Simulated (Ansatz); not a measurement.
Ansatz results at the PBE0-D4/def2-TZVP geometry: size of the dipole moment (PBE/def2-TZVPP) 2.64 D; ideal-gas entropy at 298 K and 1 bar (rigid rotor, harmonic PBE0-D4/def2-TZVP) 348 J/(mol·K); HOMO energy (ωB97M-V/def2-TZVPP) -9.67 eV.

Which molecule gave them?
A. `OC1CCCC1`
B. `C#Cc1ccccc1`
C. `CC(C)=C(C)O`
D. `CC(C)(C)C=O`

D. The others give `CC(C)=C(C)O`: 1.03, 360, -8.12; `C#Cc1ccccc1`: 0.71, 327, -8.89; `OC1CCCC1`: 1.66, 330, -10.00.
